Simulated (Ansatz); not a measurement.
Cu: enthalpy against pressure

Cu, I4/mmm, a = 2.951 Å, c = 2.759 Å. This isn't the element's structure at ambient conditions. Ansatz: PBE, PAW, 420 eV, Γ-centred 20×20×20 mesh on 1 atom, Gaussian smearing 0.10 eV; no spin polarisation. Cell and atoms are relaxed at each pressure, and no other structure is tried, so the rows at high pressure may lie past a change of phase. y is the enthalpy over the state at zero pressure; there V0 = 12.014 Å³/atom. The pressures are the targets, met within 0.04 GPa.

| P (GPa) | y (eV/atom) |
| --- | --- |
| -3.0 | -0.2274 |
| 0.0 | 0.0000 |
| 3.0 | 0.2225 |
| 8.0 | ? |
| 15.0 | 1.0735 |
| 30.0 | 2.0703 |
| 60.0 | 3.9177 |

Fit y = c1 P + c2 P² + c3 P³ to the other rows, say what c1 and c2 mean, and predict the missing value.

Least squares on the rows shown. y = 0.074750 P − 0.00022578 P² + 1.1368×10⁻⁶ P³. Since dH/dP = V, c1 is V0: 0.074750 eV/GPa × 160.2 = 11.975 Å³ against 12.014; c2 = −V0/(2B0) gives B0 = 166 GPa, where a Birch–Murnaghan fit to the volumes of the same runs (not shown) gives 138 GPa: a cubic over this range folds the higher terms into c2. At P = 8.0 the fit asked for gives 0.5841 eV/atom. The run gave 0.5840 eV/atom, so the fit is 0.0001 eV/atom too high, within the rms miss on the fitted rows (0.0006 eV/atom).

The mesh isn't the same in all rows (20×20×20, 22×22×22).